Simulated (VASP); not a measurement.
# N2 in VASP: notebook

Runs on N2. Level: LDA. Tasks: single point, relaxation of the atoms.

All numbers are computed with VASP 6.6.1; they aren't measurements. Logs are shortened: lines on timing, memory, paths and dates and some standing lists are left out, and cuts for length are marked.

## Step 1: Starting point

The cell holds a molecule in a box, 2 atoms: a = 9.000 Å, b = 9.500 Å, c = 10.000 Å, α = 90.00°, β = 90.00°, γ = 90.00°.

## Step 2: Single point, LDA

INCAR

```
SYSTEM = N
ALGO = Fast
EDIFF = 1E-6
ENCUT = 520
ISIF = 2
ISMEAR = 0
LASPH = .TRUE.
LCHARG = .TRUE.
LELF = .TRUE.
LREAL = .FALSE.
LVHAR = .TRUE.
LWAVE = .FALSE.
NBANDS = 12
NELM = 100
PREC = Accurate
SIGMA = 0.05
```

KPOINTS

```
k-points
0
G
  1 1 1
  0 0 0
```

POSCAR

```
N
1.0
    9.0000000000      0.0000000000      0.0000000000
    0.0000000000      9.5000000000      0.0000000000
    0.0000000000      0.0000000000     10.0000000000
N
2
Direct
    0.5000000000      0.5000000000      0.4453355016
    0.5000000000      0.5000000000      0.5546644984
```

Potentials or basis: VASP PAW LDA potentials, release 64 (N).

Launch:

```sh
$ cat potpaw_LDA.64/N/POTCAR > POTCAR
$ mpirun -np 1 vasp_gam > vasp.out
```

OUTCAR:

```text
SYSTEM = N
   EDIFF = 1E-6
   ENCUT = 520
   ISIF = 2
   ISMEAR = 0
   LASPH = .TRUE.
   LREAL = .FALSE.
   NELM = 100
   PREC = Accurate

 ion  position               nearest neighbor table
   1  0.500  0.500  0.445-   2 1.09
   2  0.500  0.500  0.555-   1 1.09

  LATTYP: Found a simple orthorhombic cell.
 ALAT       =     9.0000000000
 B/A-ratio  =     1.0555555556
 C/A-ratio  =     1.1111111111

  Lattice vectors:

 A1 = (   9.0000000000,   0.0000000000,   0.0000000000)
 A2 = (   0.0000000000,   9.5000000000,   0.0000000000)
 A3 = (   0.0000000000,   0.0000000000,  10.0000000000)

Analysis of symmetry for initial positions (statically):
=====================================================================
 Subroutine PRICEL returns:
 Original cell was already a primitive cell.

 Routine SETGRP: Setting up the symmetry group for a
 simple orthorhombic supercell.

 Subroutine GETGRP returns: Found  8 space group operations
 (whereof  8 operations were pure point group operations)
 out of a pool of  8 trial point group operations.

The static configuration has the point symmetry D_2h.

Analysis of symmetry for dynamics (positions and initial velocities):
=====================================================================
 Subroutine PRICEL returns:
 Original cell was already a primitive cell.

 Routine SETGRP: Setting up the symmetry group for a
 simple orthorhombic supercell.

 Subroutine GETGRP returns: Found  8 space group operations
 (whereof  8 operations were pure point group operations)
 out of a pool of  8 trial point group operations.

The dynamic configuration has the point symmetry D_2h.

 Subroutine INISYM returns: Found  8 space group operations
 (whereof  8 operations are pure point group operations),
 and found     1 'primitive' translations

----------------------------------------------------------------------------------------

                                     Primitive cell

  volume of cell :     855.0000

  direct lattice vectors                    reciprocal lattice vectors
     9.000000000  0.000000000  0.000000000     0.111111111  0.000000000  0.000000000
     0.000000000  9.500000000  0.000000000     0.000000000  0.105263158  0.000000000
     0.000000000  0.000000000 10.000000000     0.000000000  0.000000000  0.100000000

  length of vectors
     9.000000000  9.500000000 10.000000000     0.111111111  0.105263158  0.100000000

[... 56 lines left out ...]
   EDIFF  = 0.1E-05   stopping-criterion for ELM
   LREAL  =      F    real-space projection
   EDIFFG = 0.1E-04   stopping-criterion for IOM
   NSW    =      0    number of steps for IOM
   IBRION =     -1    ionic relax: 0-MD 1-quasi-New 2-CG
   NFREE  =      0    steps in history (QN), initial steepest desc. (CG)
   ISIF   =      2    stress and relaxation
   ISYM   =      2    0-nonsym 1-usesym 2-fastsym
   POTIM  = 0.5000    time-step for ionic-motion
   TEBEG  =    0.0;   TEEND  =   0.0 temperature during run
   PSTRESS=    0.0 pullay stress
   NELECT =      10.0000    total number of electrons
   NUPDOWN=      -1.0000    fix difference up-down
   EMIN   =  10.00;   EMAX   =-10.00  energy-range for DOS
   EFERMI =   0.00;   METHOD = LEGACY
   ISMEAR =     0;   SIGMA  =   0.05  broadening in eV -4-tet -1-fermi 0-gaus
   EFERMI_NEDOS =   21; number of points for ismear=-14 and -15
   IALGO  =     68    algorithm
   IMIX   =      4    mixing-type and parameters
     AMIX     =   0.40;   BMIX     =  1.00
     AMIX_MAG =   1.60;   BMIX_MAG =  1.00
  volume/ion in A,a.u.               =     427.50      2884.91
  Fermi-wavevector in a.u.,A,eV,Ry     =   0.371609  0.702239  1.878872  0.138093
  Thomas-Fermi vector in A             =   1.299861
   LORBIT       =      0    0 simple, 1 ext, 2 COOP (PROOUT), +10 PAW based schemes
   GGA     = CA    functional components
   LHFCALC =     F    Hartree Fock is set to
   AEXX    =    0.0000 exact exchange contribution
   IVDW    =     0    specifies the selected vdW correction
   LEPSILON=     F    determine dielectric tensor
   LRPA    =     F    only Hartree local field effects (RPA)
 non-spin polarized calculation
 RMM-DIIS sequential band-by-band and
 Gauss-broadening in eV      SIGMA  =   0.05
  energy-cutoff  :      520.00
  volume of cell :      855.00
 maximum number of plane-waves:     11510
 NGX is ok and might be reduce to    70
   NGX = 33   NGY = 35   NGZ = 37

 number of electron      10.0000000 magnetization

 Free energy of the ion-electron system (eV)
  ---------------------------------------------------
  ext. energy  EPLUGINS =         0.00000000
  ---------------------------------------------------
  free energy    TOTEN  =       -17.48262370 eV

  energy without entropy =      -17.48262370  energy(sigma->0) =      -17.48262370

 E-fermi :  -9.9133     XC(G=0):  -0.6567

 val. band max:      -10.1961142729   @ k =   0.0000   0.0000   0.0000
 cond. band min:      -1.9891543091   @ k =   0.0000   0.0000   0.0000
 fundamental gap:      8.2069599638
 Fermi energy:        -9.9132914386

 k-point     1 :       0.0000    0.0000    0.0000
  band No.  band energies     occupation
      1     -28.3405      2.00000
      2     -13.1776      2.00000
      3     -11.7868      2.00000
      4     -11.7868      2.00000
      5     -10.1961      2.00000
      6      -1.9892      0.00000
      7      -1.9887      0.00000
      8      -0.1405      0.00000
      9       1.2654      0.00000
     10       1.3229      0.00000
     11       1.3219      0.00000
     12       1.4871      0.00000

------------------------ aborting loop because EDIFF is reached ----------------------------------------

  FORCE on cell =-STRESS in cart. coord.  units (eV):
  Direction    XX          YY          ZZ          XY          YZ          ZX
  --------------------------------------------------------------------------------------
  -------------------------------------------------------------------------------------
  Total       -0.0367015     -0.0356407      1.6389522      0.0000000      0.0000000      0.0000000
  in kB       -0.0687746     -0.0667868      3.0712188      0.0000000      0.0000000      0.0000000
  external PRESSURE =       0.9785525 kB  Pullay stress =       0.0000000 kB

 VOLUME and BASIS-vectors are now :
 -----------------------------------------------------------------------------
  energy-cutoff  :      520.00
  volume of cell :      855.00
      direct lattice vectors                 reciprocal lattice vectors
     9.000000000  0.000000000  0.000000000     0.111111111  0.000000000  0.000000000
     0.000000000  9.500000000  0.000000000     0.000000000  0.105263158  0.000000000
     0.000000000  0.000000000 10.000000000     0.000000000  0.000000000  0.100000000

 POSITION                                       TOTAL-FORCE (eV/Angst)
 -----------------------------------------------------------------------------------
      4.50000      4.75000      4.45336         0.000000      0.000000     -1.527212
      4.50000      4.75000      5.54664         0.000000      0.000000      1.527212
 -----------------------------------------------------------------------------------
    total drift:                                0.000000      0.000000      0.000000

  FREE ENERGIE OF THE ION-ELECTRON SYSTEM (eV)
  ---------------------------------------------------
  free  energy   TOTEN  =       -17.4826237014 eV

  energy  without entropy=      -17.4826237014  energy(sigma->0) =      -17.48262370
```

OSZICAR:

```text
N       E                     dE             d eps       ncg     rms          rms(c)
DAV:   1     0.117662058493E+03    0.11766E+03   -0.21691E+03    24   0.440E+02
DAV:   2     0.262540667828E+02   -0.91408E+02   -0.90555E+02    44   0.689E+01
DAV:   3    -0.152545760769E+02   -0.41509E+02   -0.41382E+02    32   0.804E+01
DAV:   4    -0.185088530434E+02   -0.32543E+01   -0.32528E+01    32   0.306E+01
DAV:   5    -0.185283423364E+02   -0.19489E-01   -0.19489E-01    32   0.253E+00    0.808E+00
RMM:   6    -0.176782359652E+02    0.85011E+00   -0.10534E+00    31   0.630E+00    0.450E+00
RMM:   7    -0.174868113598E+02    0.19142E+00   -0.11438E+00    33   0.636E+00    0.119E+00
RMM:   8    -0.174823144644E+02    0.44969E-02   -0.17222E-01    29   0.283E+00    0.392E-01
RMM:   9    -0.174773177858E+02    0.49967E-02   -0.20179E-02    35   0.983E-01    0.641E-02
RMM:  10    -0.174802116248E+02   -0.28938E-02   -0.89729E-03    32   0.558E-01    0.132E-01
RMM:  11    -0.174808391410E+02   -0.62752E-03   -0.12852E-03    31   0.253E-01    0.307E-02
RMM:  12    -0.174813690879E+02   -0.52995E-03   -0.33087E-04    30   0.118E-01    0.117E-02
RMM:  13    -0.174823370150E+02   -0.96793E-03   -0.19488E-04    35   0.750E-02    0.169E-02
RMM:  14    -0.174824193071E+02   -0.82292E-04   -0.74480E-05    36   0.454E-02    0.391E-03
RMM:  15    -0.174825918337E+02   -0.17253E-03   -0.27671E-05    36   0.238E-02    0.729E-03
RMM:  16    -0.174826062820E+02   -0.14448E-04   -0.92965E-06    36   0.167E-02    0.123E-03
RMM:  17    -0.174826229632E+02   -0.16681E-04   -0.36980E-06    33   0.839E-03    0.200E-03
RMM:  18    -0.174826237014E+02   -0.73820E-06   -0.79681E-07    32   0.502E-03
   1 F= -.17482624E+02 E0= -.17482624E+02  d E =-.358860E-15
```

stdout:

```text
POSCAR found type information on POSCAR N
 POSCAR found :  1 types and       2 ions
 scaLAPACK will be used
 LDA part: xc-table for (Slater(with rela. corr.)+CA(PZ))
 , standard interpolation
 POSCAR, INCAR and KPOINTS ok, starting setup
 FFT: planning ... GRIDC
 FFT: planning ... GRID_SOFT
 FFT: planning ... GRID
 WAVECAR not read
 entering main loop
```

It took 26 s on 1 thread of Intel Xeon Platinum 8488C (Sapphire Rapids), shared host; peak memory 0.48 GiB.

What came out:

```
Free energy                     : -17.4826 eV
Largest force                   : 1.527 eV/Å
Gap between the frontier levels : 8.21 eV
```

Forces in eV/Å, atoms in the order of the input:
```
N    0.000  0.000 -1.527
N    0.000  0.000  1.527
```

Levels at points of the mesh, in eV from the valence-band top:
```csv
k point,band 3,band 4,band 5,band 6,band 7,band 8
"(0.00, 0.00, 0.00)",-1.59,-1.59,0.00,8.21,8.21,10.06
```

Caveat: the standard files for N, O and F lose accuracy on very short bonds. LDA gaps usually lie below the measured ones, often by a third to a half.

## Step 3: Relaxation of the atoms, LDA

INCAR

```
SYSTEM = N
ALGO = Fast
EDIFF = 1E-6
EDIFFG = -0.01
ENCUT = 520
IBRION = 2
ISIF = 2
ISMEAR = 0
LASPH = .TRUE.
LCHARG = .FALSE.
LREAL = .FALSE.
LWAVE = .FALSE.
NELM = 100
NSW = 80
PREC = Accurate
SIGMA = 0.05
```

KPOINTS is that of step 2.

POSCAR

```
N
1.0
    9.0000000000      0.0000000000      0.0000000000
    0.0000000000      9.5000000000      0.0000000000
    0.0000000000      0.0000000000     10.0000000000
N
2
Direct
    0.5000000000      0.5000000000      0.4445000000
    0.5000000000      0.5000000000      0.5555000000
```

Potentials or basis: VASP PAW LDA potentials, release 64 (N).

Launch:

```sh
$ cat potpaw_LDA.64/N/POTCAR > POTCAR
$ mpirun -np 1 vasp_gam > vasp.out
```

Run time: 41 s. Hardware: 1 thread of Intel Xeon Platinum 8488C (Sapphire Rapids), shared host; peak memory 0.52 GiB.

The run converged. Its results:

* Free energy: -17.4899 eV
* Energy gained by relaxing: 1.9 meV/atom
* Ionic steps: 4
* Largest force after relaxing: 0.005 eV/Å
* Gap between the frontier levels: 8.09 eV

Forces in eV/Å, atoms in the order of the input:
```
N    0.000  0.000 -0.005
N    0.000  0.000  0.005
```

The path:
```tsv
step	energy change (eV)	largest force (eV/Å)	pressure (GPa)
1	0.0000	1.0592	-0.08
2	0.8879	21.1900	1.33
3	-0.0038	0.0473	0.00
4	-0.0038	0.0049	-0.01
```

Final structure:
```yaml
crystal:
  lattice:
    - [9.00000, 0.00000, 0.00000]
    - [0.00000, 9.50000, 0.00000]
    - [0.00000, 0.00000, 10.00000]
  atoms:
    - { symbol: N, position: [0.50000, 0.50000, 0.44486] }
    - { symbol: N, position: [0.50000, 0.50000, 0.55514] }
```

Levels at points of the mesh, in eV from the valence-band top:
| k point | band 2 | band 3 | band 4 | band 5 | band 6 | band 7 | band 8 | band 9 |
| --- | --- | --- | --- | --- | --- | --- | --- | --- |
| (0.00, 0.00, 0.00) | -3.06 | -1.52 | -1.52 | 0.00 | 8.09 | 8.09 | 10.04 | 11.44 |

Caveat: the standard files for N, O and F lose accuracy on very short bonds.
